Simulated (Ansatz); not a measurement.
# Relaxation of TiAl3

These are results of Ansatz, DFT PBE, scalar-relativistic, plane waves, PAW, not measurements. Run with 420 eV cutoff, 10×10×4 k-mesh, Gaussian smearing of 0.10 eV, no spin polarisation.

What was changed: biaxial strain in the a-b plane, c and atoms relaxed: +1.0 %.

Command:

```bash
ansatz run input.yaml --threads 1 --pin off --max-ram 2560MiB --backend cpu --events-out ev --progress --plain --runs-dir out
```

Input:

```yaml
crystal:
  lattice:
    - [3.8838003273, 0.0, 0.0]
    - [0.0, 3.8838003273, 0.0]
    - [0.0, 0.0, 8.5710727349]
  atoms:
    - { symbol: Ti, position: [0.0, 0.0, 0.0] }
    - { symbol: Ti, position: [0.5, 0.5, 0.5] }
    - { symbol: Al, position: [0.5, 0.5, 0.0] }
    - { symbol: Al, position: [0.0, 0.5, 0.25] }
    - { symbol: Al, position: [0.5, 0.0, 0.25] }
    - { symbol: Al, position: [0.0, 0.0, 0.5] }
    - { symbol: Al, position: [0.5, 0.0, 0.75] }
    - { symbol: Al, position: [0.0, 0.5, 0.75] }
basis:
  ecutwfc: 420
kpoints:
  mp_grid: { grid: [10, 10, 4] }
hamiltonian:
  xc: pbe
scf:
  occupations: { method: gaussian, width: 0.1 }
output:
  forces: true
  stress: true
  eigenvalues: true
relax:
  adjacent_minimum: "off"
  f_tol: 0.008
  max_steps: 40
  cell: { stress_tol: 0.015, fix: [a, b, gamma] }
```

F is the free energy. Steps run on the plane waves of an earlier cell, but the last one, and at times one on the way, on a freshly chosen basis, so a repeated geometry can differ a little in energy. The held parts of the cell keep their stress, so P needn't end at zero.

Steps:

```tsv
step	F − F(1) (eV)	largest force component (eV/Å)	V (Å³/atom)	P (GPa)
1	0.0000	0.000	16.161	-1.47
2	0.0001	0.000	16.227	-1.88
3	-0.0003	0.000	16.196	-1.69
4	-0.0004	0.000	16.196	-1.69
```

Relaxed structure:

```yaml
crystal:
  lattice:
    - [3.88380, 0.00000, 0.00000]
    - [0.00000, 3.88380, 0.00000]
    - [0.00000, 0.00000, 8.58982]
  atoms:
    - { symbol: Ti, position: [0.00000, 0.00000, 0.00000] }
    - { symbol: Ti, position: [0.50000, 0.50000, 0.50000] }
    - { symbol: Al, position: [0.50000, 0.50000, 0.00000] }
    - { symbol: Al, position: [0.00000, 0.50000, 0.25000] }
    - { symbol: Al, position: [0.50000, 0.00000, 0.25000] }
    - { symbol: Al, position: [0.00000, 0.00000, 0.50000] }
    - { symbol: Al, position: [0.50000, 0.00000, 0.75000] }
    - { symbol: Al, position: [0.00000, 0.50000, 0.75000] }
```

It takes space group I4/mmm (No. 139, tetragonal). Conventional cell: a = 3.884 Å, b = 3.884 Å, c = 8.590 Å, α = 90.00°, β = 90.00°, γ = 90.00°. Ti (site symmetry 4/mmm) is surrounded by 12 Al at 2.75 to 2.90 Å. Al (site symmetry 4/mmm) has 4 Ti at 2.75 Å and 8 Al at 2.90 Å as nearest neighbours. Al (site symmetry -4m2) has 8 Al at 2.75 to 2.90 Å and 4 Ti at 2.90 Å as nearest neighbours.

The run converged. Time: 27 s on 1 thread of Intel(R) Xeon(R) 6975P-C (Granite Rapids) (shared host), peak memory 0.53 GiB.